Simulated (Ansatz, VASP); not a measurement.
Zr in VASP and in Ansatz

Contents of INCAR:

```
PREC     = Accurate       # precision mode
ENCUT    = 520            # plane-wave cutoff, eV
EDIFF    = 1E-6           # SCF threshold, eV
ISMEAR   = -1             # smearing method
SIGMA    = 0.1            # smearing width, eV
LREAL    = False          # projectors in reciprocal space
LASPH    = True           # aspherical terms in the spheres
NELM     = 60             # most SCF steps
ALGO     = Normal         # electronic algorithm
ISIF     = 2              # what is computed and relaxed
LWAVE    = False          # write WAVECAR
LCHARG   = False          # write CHGCAR
GGA      = RP             # functional
NBANDS   = 12             # bands
```

File KPOINTS:

```
regular mesh
0
Gamma
  12 12 12
```

File POSCAR:

```
Zr
1.0
    3.0551456559      0.0000000000      0.0000000000
    0.0000000000      3.0551456559      0.0000000000
    0.0000000000      0.0000000000      3.0551456559
Zr
1
Direct
    0.0000000000      0.0000000000      0.0000000000
```

Input for Ansatz:

```yaml
crystal:
  lattice:
    - [3.0551456559, 0.0, 0.0]
    - [0.0, 3.0551456559, 0.0]
    - [0.0, 0.0, 3.0551456559]
  atoms:
    - { symbol: Zr, position: [0.0, 0.0, 0.0] }
hamiltonian:
  xc: rpbe
  pseudopotentials:
    kind: paw
    azcp:
      Zr: "pseudopotentials/Zr.paw.azcp"
basis:
  ecutwfc: 420
  fft_grid_basis: typed
kpoints:
  mp_grid: { grid: [12, 12, 12], shift: [0, 0, 0] }
magnetization:
  spin_polarized: false
scf:
  occupations: { method: fermi_dirac, width: 0.1 }
  lower_state_search: "off"
output:
  stress: true
  write_density: true
  write_potential: true
  elf: true
  volumetric_format: npy
```

Alike in both runs: task single point; functional RPBE; k mesh 12 × 12 × 12; occupations fermi-dirac, width 0.1 eV; no spin polarisation.

|  | VASP | Ansatz |
| --- | --- | --- |
| version | VASP 6.6.1 | Ansatz 0.2.0 |
| potentials or method | VASP PAW PBE potentials, release 64 (Zr_sv) | plane waves (420 eV) with PAW, scalar-relativistic |
| plane-wave cutoff (eV) | 520 | 420 |
| valence electrons in the cell | 12 | 12 |

```tsv
	VASP	Ansatz	Ansatz less VASP
pressure (GPa)	-5.6	-5.6	-0.01
```

The functional is the same, so the differences come from potentials, cutoffs and numerics.

Caveats: the PAW data sets were made with another functional, which shifts forces and pressure a little (VASP).
